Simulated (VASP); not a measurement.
Write the native input for VASP 6.6.1 that does the following.

* Task: relaxation of the atoms
* Functional: r2SCAN
* Potentials or basis: VASP PAW PBE potentials, release 64 (B, N)
* Cutoff: 600 eV
* k mesh: 14 × 14 × 14
* Occupations: gaussian, width 0.03 eV
* Spin: no spin polarisation
* Further INCAR settings: ALGO = Normal; EDIFF = 1e-07; IBRION = 2; EDIFFG = -0.01; NSW = 40

The structure of BN (Qingsongite) lies in POSCAR:

```
BN                                      
1.0
    0.0000000000      1.7697596427      1.7697596427
    1.7697596427      0.0000000000      1.7697596427
    1.7697596427      1.7697596427      0.0000000000
  B               N             
     1     1
Direct
     0.0000000000000000    0.0000000000000000    0.0000000000000000
     0.2500000000000000    0.2500000000000000    0.2500000000000000
```

The cell isn't the ideal one: a relaxed cell with its volume scaled by 0.94.

One way to write it, as run:

INCAR

```
  PREC = Accurate
  ENCUT = 600
  EDIFF = 1E-7
  ISMEAR = 0
  SIGMA = 0.03
  LREAL = False
  LASPH = True
  NELM = 80
  ALGO = Normal
  ISIF = 2
  LWAVE = False
  LCHARG = False
  METAGGA = R2SCAN
  LMIXTAU = True
  IBRION = 2
  NSW = 40
  EDIFFG = -0.01
```

KPOINTS

```
regular mesh
0
Gamma
  14 14 14
```

Potentials or basis: VASP PAW PBE potentials, release 64 (B, N).

Run with:

```bash
$ cat potpaw_PBE.64/B/POTCAR potpaw_PBE.64/N/POTCAR > POTCAR
$ mpirun -np 1 vasp_std > vasp.out
```

It gave:

| Item | Value |
| --- | --- |
| Pressure after relaxing | 27.1 GPa |
| Band gap on the k mesh | 5.05 eV, indirect (least direct gap 9.84 eV) |

Caveat: the relaxation stopped at its first step, so nothing moved; the PAW data sets were made with another functional, which shifts forces and pressure a little.

Wall time 38 s on 1 thread of AMD EPYC 9R45 (Zen 5), on a shared host, peak memory 0.09 GiB.
